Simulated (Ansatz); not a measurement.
Sr: one input, then a changed one

The cell is a measured one (Crystallography Open Database entry 9008551); the temperature and pressure of the measurement aren't taken into account, and nothing was relaxed. It was measured hot, at 887 K. The listed cell was then made from it by scaling, straining or moving an atom.

First run: DFT, PBE, all-electron PAW with datasets made for the crystal, scalar-relativistic (Ansatz 0.2.0).

Command: `ansatz run input.yaml --threads 1 --pin off --max-ram 2048MiB --backend cpu --events-out ev --progress --plain --runs-dir out` The run took 4.2 s on 1 thread of AMD EPYC 7R43 64-Core Processor (Zen 3), on a shared host, peak memory 0.36 GiB.

```yaml
crystal:
  lattice:
    - [-2.3759174263, 2.3759174263, 2.3759174263]
    - [2.3759174263, -2.3759174263, 2.3759174263]
    - [2.3759174263, 2.3759174263, -2.3759174263]
  atoms:
    - { symbol: Sr, position: [0.0, 0.0, 0.0] }
kpoints:
  mp_grid: { grid: [12, 12, 12] }
scf:
  occupations: { method: fermi_dirac, width: 0.05 }
hamiltonian:
  xc: pbe
  pseudopotentials: { kind: all_electron, datasets: crystal }
output:
  forces: true
  stress: true
  eigenvalues: true
  efg: { contact_densities: true }
```

Result: converged; pressure 0.05 GPa; no gap on the k mesh; 7 SCF iterations.

The input is then changed:

```diff
@@ -9,7 +9,7 @@
   mp_grid: { grid: [12, 12, 12] }
 scf:
-  occupations: { method: fermi_dirac, width: 0.05 }
+  occupations: { method: gaussian, width: 0.01 }
 hamiltonian:
-  xc: pbe
+  xc: revpbe
   pseudopotentials: { kind: all_electron, datasets: crystal }
 output:
```

Question: What does the second run give?

Answer: It converged; pressure 0.55 GPa; no gap on the k mesh; 5 SCF iterations.
